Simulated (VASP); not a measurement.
## HgSe in VASP 6.6.1, single-point calculation

INCAR

```
SIGMA = 0.02
LREAL = .FALSE.
NELM = 120
LWAVE = .FALSE.
LDAUJ = 0 0
LCHARG = .FALSE.
ENCUT = 520
EDIFF = 1E-7
ISMEAR = -1
GGA = PE
PREC = Accurate
LASPH = .TRUE.
LDAU = .TRUE.
LMAXMIX = 4
IBRION = -1
LDAUU = 3.0 0
ISIF = 2
LDAUTYPE = 2
NBANDS = 16
NSW = 0
LDAUL = 2 -1
```

KPOINTS

```
KPOINTS created by Atomic Simulation Environment
0
Gamma
8 8 8
0 0 0
```

POSCAR

```
Hg Se
 1.0000000000000000
     0.0000000000000000    3.1235917481000000    3.1235917481000000
     3.1235917481000000    0.0000000000000000    3.1235917481000000
     3.1235917481000000    3.1235917481000000    0.0000000000000000
 Hg  Se
   1   1
Cartesian
  0.0000000000000000  0.0000000000000000  0.0000000000000000
  1.5617958740500000  1.5617958740500000  1.5617958740500000
```

The recommended PBE PAW datasets give the neutral cell 18 valence electrons.

Command

```
mpirun -np 1 vasp_std
```

OSZICAR

```
N       E                     dE             d eps       ncg     rms          rms(c)
DAV:   1     0.115597773343E+03    0.11560E+03   -0.84385E+03   928   0.993E+02
DAV:   2     0.813378676236E+00   -0.11478E+03   -0.10885E+03  1144   0.235E+02
DAV:   3    -0.364528871019E+01   -0.44587E+01   -0.44517E+01  1104   0.505E+01
DAV:   4    -0.366483155253E+01   -0.19543E-01   -0.19542E-01  1152   0.347E+00
DAV:   5    -0.366494430360E+01   -0.11275E-03   -0.11275E-03  1144   0.230E-01    0.769E+00
DAV:   6    -0.340910407634E+01    0.25584E+00   -0.46560E-01  1208   0.818E+00    0.548E+00
DAV:   7    -0.340810186927E+01    0.10022E-02   -0.11243E-01   984   0.224E+00    0.229E+00
DAV:   8    -0.340957211178E+01   -0.14702E-02   -0.14074E-02  1088   0.137E+00    0.209E-01
DAV:   9    -0.340959809313E+01   -0.25981E-04   -0.12831E-03  1096   0.441E-01    0.502E-02
DAV:  10    -0.340963784553E+01   -0.39752E-04   -0.12949E-04  1152   0.126E-01    0.328E-02
DAV:  11    -0.340966119738E+01   -0.23352E-04   -0.50493E-05  1104   0.615E-02    0.173E-02
DAV:  12    -0.340966098022E+01    0.21716E-06   -0.24264E-06  1072   0.168E-02    0.642E-03
DAV:  13    -0.340966134264E+01   -0.36242E-06   -0.16943E-06  1088   0.786E-03    0.358E-03
DAV:  14    -0.340966127864E+01    0.64003E-07   -0.13776E-07   984   0.293E-03
   1 F= -.34096613E+01 E0= -.34095822E+01  d E =-.158142E-03
```

From OUTCAR

```
k-points           NKPTS =     29   k-points in BZ     NKDIM =     29   number of bands    NBANDS=     16

   NELECT =      18.0000    total number of electrons

   dimension x,y,z NGX =    36 NGY =   36 NGZ =   36
   dimension x,y,z NGXF=    72 NGYF=   72 NGZF=   72

  energy-cutoff  :      520.00
  volume of cell :       60.95
      direct lattice vectors                 reciprocal lattice vectors
     0.000000000  3.123591748  3.123591748    -0.160072135  0.160072135  0.160072135
     3.123591748  0.000000000  3.123591748     0.160072135 -0.160072135  0.160072135
     3.123591748  3.123591748  0.000000000     0.160072135  0.160072135 -0.160072135

 k-points in reciprocal lattice and weights: KPOINTS created by Atomic Simulation Env
   0.00000000  0.00000000  0.00000000       0.002
   0.12500000  0.00000000  0.00000000       0.016
   0.25000000  0.00000000  0.00000000       0.016
   0.37500000  0.00000000  0.00000000       0.016
   0.50000000  0.00000000  0.00000000       0.008
   0.12500000  0.12500000  0.00000000       0.012
   0.25000000  0.12500000  0.00000000       0.047
   0.37500000  0.12500000  0.00000000       0.047
   ...

 E-fermi :   0.8544

 k-point     1 :       0.0000    0.0000    0.0000
  band No.  band energies     occupation
      1     -11.8942      2.00000
      2      -6.8017      2.00000
      3      -6.8017      2.00000
      4      -6.8017      2.00000
      5      -6.2891      2.00000
      6      -6.2891      2.00000
      7       0.0350      2.00000
      8       0.8401      1.34372
      9       0.8401      1.34372
     10       0.8401      1.34372
     11       6.6433      0.00000
     12       6.6433      0.00000
     13       6.6433      0.00000
     14       9.3649      0.00000
     15      11.9685      0.00000
     16      11.9685      0.00000

 k-point     2 :       0.1250    0.0000    0.0000
  band No.  band energies     occupation
      1     -11.8458      2.00000
      2      -6.7799      2.00000
      3      -6.7799      2.00000
      4      -6.7508      2.00000
      5      -6.2903      2.00000
      6      -6.2903      2.00000
      7      -0.8951      2.00000
      8       0.7151      1.99812
      9       0.7151      1.99812
     10       1.5375      0.00000
     11       6.2693      0.00000
     12       6.8322      0.00000
     13       6.8322      0.00000
     14      10.3299      0.00000
     15      11.2279      0.00000
     16      11.2279      0.00000

 k-point     3 :       0.2500    0.0000    0.0000
  band No.  band energies     occupation
      1     -11.7281      2.00000
      2      -6.7314      2.00000
      3      -6.7314      2.00000
      4      -6.5703      2.00000
      5      -6.2869      2.00000
      6      -6.2869      2.00000
      7      -2.1995      2.00000
      8       0.4349      2.00000
      9       0.4349      2.00000
     10       2.0648      0.00000
     11       6.3645      0.00000
     12       7.1612      0.00000
     13       7.1612      0.00000
     14      10.5288      0.00000
     15      10.9586      0.00000
     16      10.9586      0.00000

 ...

  Total        0.1049296      0.1049296      0.1049296      0.0000000      0.0000000     -0.0000000
  in kB        2.7581359      2.7581359      2.7581359      0.0000000      0.0000000     -0.0000000
  external PRESSURE =       2.7581359 kB  Pullay stress =       0.0000000 kB

 POSITION                                       TOTAL-FORCE (eV/Angst)
 -----------------------------------------------------------------------------------
      0.00000      0.00000      0.00000         0.000000      0.000000      0.000000
      1.56180      1.56180      1.56180        -0.000000     -0.000000     -0.000000
 -----------------------------------------------------------------------------------
    total drift:                               -0.000000     -0.000000     -0.000000

  FREE ENERGIE OF THE ION-ELECTRON SYSTEM (eV)
  ---------------------------------------------------
  free  energy   TOTEN  =        -3.4096612786 eV

  energy  without entropy=       -3.4095031371  energy(sigma->0) =       -3.40958221
```

It converged. Results: gap between bands v and c on the k mesh 0.00 eV; least direct gap on the k mesh 0.00 eV; pressure 0.3 GPa. Band v is the last that the valence electrons fill when counted band by band, and c is the next.

For comparison, a separate PBE run of the intended cell, on usual settings and not on those above, gives a gap of 0.00 eV on its mesh and a pressure of 0.5 GPa.

The run above took about 28 s on one core of a shared host (Intel Xeon Platinum 8488C) and held 0.2 GiB at most.
